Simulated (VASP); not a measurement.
Li, 2 atoms in the cell. It takes space group Im-3m (No. 229, cubic). Conventional cell: a = 3.450 Å, b = 3.450 Å, c = 3.450 Å, α = 90.00°, β = 90.00°, γ = 90.00°. Li (site symmetry m-3m) is surrounded by 8 Li at 2.99 Å. The cell was built by a generator and needn't be a form met in nature.

| Quantity | Value |
| --- | --- |
| Program | VASP 6.6.1 |
| Task | relaxation of cell and atoms |
| Functional | PBE |
| Potentials or basis | VASP PAW PBE potentials, release 64 (Li_sv) |
| Cutoff | 600 eV |
| k mesh | 18 × 18 × 18 |
| Occupations | methfessel-paxton, width 0.1 eV |
| Spin | no spin polarisation |
| Dipole correction | no |
| Further INCAR settings | ALGO = Normal; EDIFF = 1e-06; IBRION = 2; EDIFFG = -0.005; NSW = 80; ISIF = 3 |

Potentials or basis: VASP PAW PBE potentials, release 64 (Li_sv).

Run with:

```bash
$ cat potpaw_PBE.64/Li_sv/POTCAR > POTCAR
$ mpirun -np 1 vasp_std > vasp.out
```

Hardware: 1 thread of AMD EPYC 9R45 96-Core Processor (Zen 5) (shared host).

Problem. Estimate the wall time of this run.

Solution. Wall time 47 s on 1 thread of AMD EPYC 9R45 96-Core Processor (Zen 5) (shared host), peak memory 0.16 GiB. Counts: scf iterations 22, k points 220, ion steps 3.
